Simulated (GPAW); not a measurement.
Write an ASE script for GPAW 26.7.0 that does the following.

```
Task                : band structure
Functional          : PBEsol
Potentials or basis : PAW data sets generated in the run's folder for this functional
Cutoff              : 600 eV
Basis               : pw
k mesh              : 13 × 13 × 13
Occupations         : fermi-dirac, width 0.05 eV
Spin                : collinear spin, ferromagnetic start
Starting moments    : [3.0] μB
Hubbard terms       : Fe d U = 3 eV
Maxiter             : 150
Band path           : GHNGPH,PN
Band points         : 60
```

The system is Fe.

```
CELL_PARAMETERS angstrom
-1.44300 1.44300 1.44300
1.44300 -1.44300 1.44300
1.44300 1.44300 -1.44300
ATOMIC_POSITIONS crystal
Fe 0.00000 0.00000 0.00000
```

One way to write it, as run:

run.py

```python
from ase import Atoms
from ase.dft.bandgap import bandgap
from ase.io import write
from ase.units import GPa
from gpaw import GPAW, PW, setup_paths

setup_paths.insert(0, '.')

atoms = Atoms(['Fe'],
              cell=[[-1.443, 1.443, 1.443],
                    [1.443, -1.443, 1.443],
                    [1.443, 1.443, -1.443]],
              scaled_positions=[[0.0, 0.0, 0.0]],
              pbc=True)
atoms.set_initial_magnetic_moments([3.0])

calc = GPAW(mode=PW(600),
            xc='PBEsol',
            kpts={'size': (13, 13, 13), 'gamma': True},
            occupations={'name': 'fermi-dirac', 'width': 0.05},
            setups={'Fe': ':d,3.0'},
            nbands=12,
            convergence={'density': 1e-05, 'energy': 1e-05},
            maxiter=150,
            txt='gpaw.txt')
atoms.calc = calc
energy = atoms.get_potential_energy()
forces = atoms.get_forces()
stress = atoms.get_stress()
calc.write('gs.gpw')
write('result.traj', atoms)
print(f'Energy: {energy:.6f} eV')
print('Forces (eV/A):')
print(forces.round(4))
print('Stress (GPa):', (stress / GPa).round(3))
print('Moments:', calc.get_magnetic_moments().round(3))
print('Fermi level:', round(calc.get_fermi_level(), 4), 'eV')
print(f'Gap: {bandgap(calc)[0]:.4f} eV, direct: {bandgap(calc, direct=True)[0]:.4f} eV')

path = atoms.cell.bandpath('GHNGPH,PN', npoints=60, eps=1e-4)
bs_calc = calc.fixed_density(kpts=path, symmetry='off', nbands=19,
                             convergence={'bands': 'CBM+6.0', 'eigenstates': 1e-6}, txt='bands.txt')
bs = bs_calc.band_structure()
bs.write('bs.json')
print(f'Gap on the path: {bandgap(bs_calc)[0]:.4f} eV')
```

Potentials or basis: PAW data sets generated in the run's folder for this functional, pw.

Launch:

```bash
$ gpaw-setup -f PBEsol Fe
$ OMP_NUM_THREADS=1 python run.py
```

It gave:

* Pressure: 6.4 GPa
* Band gap along the path: none (metal or under the smearing width)
* Net moment: 2.92 μB per cell
* Site moments: Fe +3.06 μB

Caveat: the U is typed as a test and isn't derived for this compound.

It took 29 s on 1 thread of Arm Neoverse V1, on a shared host, peak memory 0.17 GiB.
